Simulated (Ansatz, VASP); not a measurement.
Hf: VASP beside Ansatz

File INCAR:

```
SYSTEM = Hf
PREC = Accurate
ENCUT = 520
EDIFF = 1E-7
ISMEAR = -1
SIGMA = 0.05
LREAL = .False.
LASPH = .True.
NELM = 60
ALGO = Normal
ISIF = 2
LWAVE = .False.
LCHARG = .False.
GGA = PS
NBANDS = 11
```

KPOINTS

```
Automatic mesh
0
Gamma
  10 10 10
  0 0 0
```

The input POSCAR:

```
Hf
1.0
   -1.8169539908      1.8169539908      1.8169539908
    1.8169539908     -1.8169539908      1.8169539908
    1.8169539908      1.8169539908     -1.8169539908
Hf
1
Direct
    0.0000000000      0.0000000000      0.0000000000
```

input.yaml

```yaml
crystal:
  lattice:
    - [-1.8169539908, 1.8169539908, 1.8169539908]
    - [1.8169539908, -1.8169539908, 1.8169539908]
    - [1.8169539908, 1.8169539908, -1.8169539908]
  atoms:
    - { symbol: Hf, position: [0.0, 0.0, 0.0] }
hamiltonian:
  xc: pbesol
  pseudopotentials: { kind: paw }
kpoints:
  mp_grid: { grid: [10, 10, 10] }
scf:
  occupations: { method: fermi_dirac, width: 0.05 }
output:
  forces: true
  stress: true
  eigenvalues: true
  write_density: true
  write_potential: true
  elf: true
  volumetric_format: npy
```

Change from the starting cell: volume scaled by 1.02.

Alike in both runs: task single point; functional PBEsol; k mesh 10 × 10 × 10; occupations fermi-dirac, width 0.05 eV; no spin polarisation.

|  | VASP | Ansatz |
| --- | --- | --- |
| version | VASP 6.6.1 | Ansatz 0.2.0 |
| potentials or method | VASP PAW PBE potentials, release 64 (Hf_pv) | Ansatz PAW |
| plane-wave cutoff (eV) | 520 | 420 |
| valence electrons in the cell | 10 | 26 |

Ansatz gave:

| Item | Value |
| --- | --- |
| gap on the k mesh at the Fermi level (eV) | none |
| pressure (GPa) | -10.4 |

Question: Which values does VASP return?

Answer: gap on the k mesh at the Fermi level (eV): none; pressure (GPa): -10.8.

A gap of «none» marks a metal or a gap that the smearing closes. With one functional, cell and mesh, what is left measures potentials, basis and numerics. The two sets of potentials don't hold the same shells in valence.

Caveats: the PAW data sets were made with another functional, which shifts forces and pressure a little (VASP); the PAW data sets come from PBE, with cores solved anew for the run's functional, which leaves a small shift of forces and pressure (Ansatz). The runs have no spin-orbit coupling, so splittings on Hf are missing.
